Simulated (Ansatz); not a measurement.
Crystal: Ge.

```
Ge
1.0
     5.93000    0.00000    0.00000
     0.00000    5.93000    0.00000
     0.00000    0.00000    6.98000
Ge
12
Direct
  0.37500 0.16670 0.75000
  0.33330 0.87500 0.50000
  0.62500 0.83330 0.25000
  0.66670 0.12500 0.00000
  0.87500 0.33330 0.50000
  0.83330 0.62500 0.75000
  0.12500 0.66670 0.00000
  0.16670 0.37500 0.25000
  0.57500 0.42500 0.25000
  0.92500 0.92500 0.50000
  0.42500 0.57500 0.75000
  0.07500 0.07500 0.00000
```

This isn't the form of Ge at room conditions, which is diamond.

Base run:

- Program: Ansatz 0.2.0
- Functional: r2SCAN
- Potentials or basis: Ansatz PAW
- Cutoff: 500 eV
- Density cutoff: 2000 eV
- k mesh: 4 × 4 × 4
- Occupations: fixed
- Spin: no spin polarisation

Its results: pressure 1.3 GPa; largest force 0.974 eV/Å.

Problem. The run is repeated on the same cell with these changes: functional from r2SCAN to LDA; cutoff from 500 eV to 420 eV; density cutoff from 2000 eV to 1680 eV; level from r2scan to lda. What comes out?

Solution. Pressure -1.4 GPa; largest force 0.900 eV/Å.

Caveats: the PAW data sets come from PBE, with cores solved anew for the run's functional, which leaves a small shift of forces and pressure.

Not every run made on this cell is shown here.
